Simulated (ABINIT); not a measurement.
Here is an ABINIT 10.8.3 (patched build) calculation.

Contents of run.abi:

```
# Pseudopotentials
pp_dirpath "./"
pseudos "Au.upf"

# Structure
acell 5.4384893002 5.4384893002 5.4384893002
rprim
     0.0000000000     0.7071067812     0.7071067812
     0.7071067812     0.0000000000     0.7071067812
     0.7071067812     0.7071067812     0.0000000000
ntypat 1
znucl 79
natom 1
typat 1
xred
     0.0000000000     0.0000000000     0.0000000000

# Plane-wave basis
ecut 870.764360 eV

# k points
kptopt 1
ngkpt 8 8 8
nshiftk 1
shiftk 0.0 0.0 0.0

# Exchange and correlation
ixc 41
fockdownsampling 2 2 2

# Bands and occupations
nband 14
occopt 3
tsmear 0.05 eV

# SCF cycle
nstep 60
toldfe 1.0e-7

# Output
iomode 3
prtwf 0
prtden 0
prteig 0
prtebands 0
enunit 2
```

Potentials or basis: PseudoDojo NC SR PBE v0.4.1 standard.

Run with:

```sh
$ mpirun --bind-to none -np 4 abinit run.abi > log 2>&1
```

Predict the band gap on the k mesh.

none (metal or under the smearing width).

 Spin-orbit coupling is left out, which matters for the levels of Au.
